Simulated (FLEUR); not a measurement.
# Collinear magnetic orders of Pd/1 ML Co on Pd(111), fcc site, 2 substrate layers with FLEUR, part 3 of 3

Wanted: the moments of Pd/1 ML Co on Pd(111), fcc site, 2 substrate layers and the energy of each order that was tried.

FLEUR MaX-R8.1; PBE; all-electron FLAPW film, Dirac cores, scalar-relativistic bands.

So far, largest spin moment in the muffin-tin sphere (μB): step 2 (run 1 (ferro +)) 2.10; step 3 (start 2: antiferro q=(0,1/2,0) +-) 2.00.

**6. Spin–orbit coupling, moments along z**

Level of this step: PBE; all-electron FLAPW film, Dirac cores, scalar-relativistic bands with spin-orbit coupling (FLEUR).

Spin–orbit coupling ties the spins to the lattice and lets orbital moments form.

A new self-consistent run of the start ferro +, with the moments along z.

inp.xml reads:

```
<?xml version="1.0" encoding="UTF-8" standalone="no"?>
<fleurInput fleurInputVersion="0.39">
   <comment>
      CoPd3
   </comment>
   <calculationSetup>
      <cutoffs Kmax="3.6" Gmax="10.8" GmaxXC="10.8" numbands="145"/>
      <scfLoop itmax="120" minDistance="0.00002" maxIterBroyd="15" imix="Anderson" alpha="0.03" precondParam="0.0" spinf="2.0" sdNocoIR="T"/>
      <coreElectrons ctail="T" frcor="F" kcrel="0" coretail_lmax="0"/>
      <xcFunctional name="pbe" relativisticCorrections="F"/>
      <magnetism jspins="2"/>
      <soc l_soc="T" theta="0.0" phi="0.0" spav="F"/>
      <expertModes spex="0" secvar="F"/>
      <geometryOptimization l_f="F" forcealpha="1.0" forcemix="BFGS" epsdisp="0.00001" epsforce="0.00001"/>
      <ldaU l_linMix="F" mixParam="0.05" spinf="1.0"/>
   </calculationSetup>
   <cell>
      <bzIntegration valenceElectrons="65.0" mode="hist" fermiSmearingEnergy="0.00293995">
         <kPointListSelection listName="default-1"/>
         <xi:include xmlns:xi="http://www.w3.org/2001/XInclude" href="kpts.xml"> </xi:include>
      </bzIntegration>
      <xi:include xmlns:xi="http://www.w3.org/2001/XInclude" href="sym.xml"> </xi:include>
      <filmLattice scale="1.0" dVac="17.67" dTilda="20.17">
         <bravaisMatrixFilm>
            <row-1>    5.2019755482385133    -0.0000004337677346</row-1>
            <row-2>   -2.6009873984606005     4.5050431915226197</row-2>
         </bravaisMatrixFilm>
         <vacuumEnergyParameters vacuum="1" spinUp="-.25" spinDown="-.25"/>
         <vacuumEnergyParameters vacuum="2" spinUp="-.25" spinDown="-.25"/>
      </filmLattice>
   </cell>
   <atomSpecies>
      <species name="Palladium (Pd)" element="Pd" atomicNumber="46">
         <mtSphere radius="2.36" gridPoints="781" logIncrement="0.016"/>
         <atomicCutoffs lmax="8" lnonsphr="6"/>
         <electronConfig flipSpins="F">
            <coreConfig>(1s1/2) (2s1/2) (2p1/2) (2p3/2) (3s1/2) (3p1/2) (3p3/2) (4s1/2) (3d3/2) (3d5/2)</coreConfig>
            <valenceConfig>(4p1/2) (4p3/2) (5s1/2) (4d3/2) (4d5/2)</valenceConfig>
            <stateOccupation state="(5s1/2)" spinUp="0.500000" spinDown="0.500000"/>
            <stateOccupation state="(4d3/2)" spinUp="1.800000" spinDown="1.800000"/>
            <stateOccupation state="(4d5/2)" spinUp="2.700000" spinDown="2.700000"/>
         </electronConfig>
         <energyParameters s="5" p="5" d="4" f="4"/>
         <lo type="SCLO" l="1" n="4" eDeriv="0"/>
      </species>
      <species name="Cobalt (Co2.000" element="Co" atomicNumber="27">
         <mtSphere radius="2.36" gridPoints="781" logIncrement="0.016"/>
         <atomicCutoffs lmax="8" lnonsphr="6"/>
         <electronConfig flipSpins="F">
            <coreConfig>(1s1/2) (2s1/2) (2p1/2) (2p3/2)</coreConfig>
            <valenceConfig>(3s1/2) (3p1/2) (3p3/2) (4s1/2) (3d3/2) (3d5/2)</valenceConfig>
            <stateOccupation state="(3d3/2)" spinUp="1.5" spinDown="1.3"/>
            <stateOccupation state="(3d5/2)" spinUp="3.0" spinDown="1.2"/>
         </electronConfig>
         <energyParameters s="4" p="4" d="3" f="4"/>
         <lo type="SCLO" l="0" n="3" eDeriv="0"/>
         <lo type="SCLO" l="1" n="3" eDeriv="0"/>
      </species>
   </atomSpecies>
   <atomGroups>
      <atomGroup species="Palladium (Pd)">
         <filmPos label="                   1">.0000000000 .0000000000 -6.0749824538</filmPos>
         <force calculate="T" relaxXYZ="TTT"/>
      </atomGroup>
      <atomGroup species="Palladium (Pd)">
         <filmPos label="                   2">-1.000/3.000 1.000/3.000 -1.8275753021</filmPos>
         <force calculate="T" relaxXYZ="TTT"/>
      </atomGroup>
      <atomGroup species="Cobalt (Co2.000">
         <filmPos label="                   3">1.000/3.000 -1.000/3.000 2.1236842728</filmPos>
         <force calculate="T" relaxXYZ="TTT"/>
      </atomGroup>
      <atomGroup species="Palladium (Pd)">
         <filmPos label="                   4">.0000000000 .0000000000 6.0749824538</filmPos>
         <force calculate="T" relaxXYZ="TTT"/>
      </atomGroup>
   </atomGroups>
   <output dos="F" band="F" slice="F">
      <bandDOS minEnergy="-.5*Htr" maxEnergy="0.5*Htr" sigma="0.015" storeEVData="T"/>
      <plotting iplot="0" polar="F">
         <plot TwoD="T" vec1="  1.0  0.0  0.0" vec2="  0.0  1.0  0.0" vec3="  0.0  0.0  1.0" zero="  0.0  0.0 -0.5" file="plot"/>
      </plotting>
      <moessbauerParams electricFieldGradient="F" isomerShift="F" coreHyperfine="F" valenceHyperfine="F"/>
   </output>
</fleurInput>
```

crystal.txt reads:

```
CoPd3
&input film=T cartesian=F /
2.75276691184  -0.00000022954  0.00000000000
-1.37638325713  2.38396619112  0.00000000000
0.00000000000  0.00000000000  1.00000000000
1.8897261246
1.0 1.0 1.0

4
46 0.00000000000  0.00000000000  -6.07498245382
46 0.66666666667  0.33333333333  -1.82757530206
27 0.33333333333  0.66666666667  2.12368427282 : 2.000
46 0.00000000000  0.00000000000  6.07498245382

&soc 0.0000000 0.0000000 /
&kpt div1=12 div2=12 div3=1 gamma=T /
```

The run is started by

```sh
OMP_NUM_THREADS=1 inpgen -f crystal.txt > inpgen.log  # inp.xml is then edited as shown
OMP_NUM_THREADS=1 mpirun -n 4 fleur_MPI > fleur.log
```

The log of the run:

```text
[banner, memory and clock lines left out]
Welcome to FLEUR        (www.flapw.de)
      MaX-Release 8.1          (www.max-centre.eu)

 ========== k-point set info ==========
 Selected k-point list: default-1
 k-point list type: mesh
 0 x 0 x 0
 Number of k points: 52

 [... set-up left out ...]
 Iteration:     1   Distance:      47.01910270 me/bohr^3
 Iteration:     2   Distance:      37.83496604 me/bohr^3
 Iteration:     3   Distance:      39.04485308 me/bohr^3
 Iteration:     4   Distance:      30.73527712 me/bohr^3
 Iteration:     5   Distance:      11.47764486 me/bohr^3
 Iteration:     6   Distance:      12.75752990 me/bohr^3
 Iteration:     7   Distance:      10.47178548 me/bohr^3
 Iteration:     8   Distance:      11.24532262 me/bohr^3
 Iteration:     9   Distance:      13.72535920 me/bohr^3
 Iteration:    10   Distance:       5.76812303 me/bohr^3
[... 33 iterations left out ...]
 Iteration:    44   Distance:       0.00053901 me/bohr^3
 Iteration:    45   Distance:       0.00045393 me/bohr^3
 Iteration:    46   Distance:       0.00018427 me/bohr^3
 Iteration:    47   Distance:       0.00019112 me/bohr^3
 Iteration:    48   Distance:       0.00009851 me/bohr^3
 Iteration:    49   Distance:       0.00014388 me/bohr^3
 Iteration:    50   Distance:       0.00002985 me/bohr^3
 Iteration:    51   Distance:       0.00004677 me/bohr^3
 Iteration:    52   Distance:       0.00003614 me/bohr^3
 Iteration:    53   Distance:       0.00000747 me/bohr^3

 ********************************************************************
 Run finished successfully
 Stop message:
   all done
 ********************************************************************

--- out.xml (last complete iteration) ---
<iteration numberForCurrentRun="   53" overallNumber="   53">
         [... left out ...]
         <bandgap value="0.0000000000" units="eV"/>
         <sumValenceSingleParticleEnergies value="-67.8504031016" units="Htr"/>
         <FermiEnergy value="-0.1754061307" units="Htr"/>
         [... left out ...]
         <magneticMomentsInMTSpheres units="muBohr">
            <globalMagMoment atomType="1" vec="0.00000   0.00000   0.16535"/>
            <globalMagMoment atomType="2" vec="0.00000   0.00000   0.33221"/>
            <globalMagMoment atomType="3" vec="0.00000   0.00000   2.09734"/>
            <globalMagMoment atomType="4" vec="0.00000   0.00000   0.28507"/>
         </magneticMomentsInMTSpheres>
         <orbitalMomentsInMTSpheres units="muBohr">
            <globalMagMoment atomType="1" vec="0.00000   0.00000   0.01896"/>
            <globalMagMoment atomType="2" vec="0.00000   0.00000   0.03647"/>
            <globalMagMoment atomType="3" vec="0.00000   0.00000   0.12710"/>
            <globalMagMoment atomType="4" vec="0.00000   0.00000   0.02670"/>
         </orbitalMomentsInMTSpheres>
         [... left out ...]
         <totalEnergy value="   -16534.5905633007" units="Htr">
            <sumOfEigenvalues value="    -9928.5202378457">
               <coreElectrons value="-9860.6698347441"/>
               <valenceElectrons value="-67.8504031016"/>
            </sumOfEigenvalues>
         [... left out ...]
            <freeEnergy value="-16534.5942494923"/>
            <extrapolationTo0K value="-16534.5924063965"/>
         </totalEnergy>
         <densityConvergence units="me/bohr^3">
            <chargeDensity spin="1" distance="0.0000031049"/>
            <chargeDensity spin="2" distance="0.0000063019"/>
            <overallChargeDensity distance="0.0000065511"/>
            <spinDensity distance="0.0000074693"/>
         </densityConvergence>
      </iteration>
```

Elapsed: 7 min, on 4 MPI ranks of Intel Xeon Platinum 8488C (Sapphire Rapids), shared host; peak memory 0.65 GiB.

Spin moment in the muffin-tin sphere by atom:

| atom | spin moment in the muffin-tin sphere (μB) |
| --- | --- |
| Pd1 | 0.17 |
| Pd2 | 0.33 |
| Co3 | 2.10 |
| Pd4 | 0.29 |

Numbers from this step:

```
free energy                                                       : -449929.2305 eV
program's band gap on this mesh (in a metal only a level spacing) : 0 eV
magnetization                                                     : 2.812 μB
final state                                                       : ferromagnetic
orbital moment along the spin                                     : 0.1271 μB
```

Orbital moment in the sphere, along the spin axis by atom:

| atom | orbital moment in the sphere, along the spin axis (μB) |
| --- | --- |
| Pd1 | 0.019 |
| Pd2 | 0.036 |
| Co3 | 0.127 |
| Pd4 | 0.027 |

**7. Outcome**

```json
{
 "lowest state found": "ferromagnetic (typed ferro +)",
 "largest site spin moment": "2.10 μB",
 "next finished state": "antiferromagnetic, 210 meV a seeded atom higher",
 "energy gained by spin polarisation": "575 meV a seeded atom",
 "orbital moment on the atom of largest spin, along its spin (spin–orbit run)": "0.127 μB"
}
```

In words: The lowest state found is ferromagnetic, reached from the start ferro +, with moments up to 2.10 μB. The next finished state costs 210 meV a seeded atom. The orbital moment is parallel to the spin, as Hund's third rule has it for a shell over half filled. This is the lowest of 3 finished starts, no proof of the ground state. A substrate of 2 unrelaxed layers is a model; thickness and relaxation can move these numbers.

[Logs and program files are shortened in this print: banners, set-up blocks, solver, clock and traceback lines can be left out without a mark of their own.]

[Logs are printed without paths, hosts, clocks, repeated set-up lines and the standing remarks that a program may print on its own settings, such as how far it seeks lower states.]

[Hosts, paths, dates, database ids (printed as entryN), source tags and the programs' standing remarks are cut or masked in the printed files.]

[Where a cell is said to come from a database of computed structures, the database is the Materials Project.]
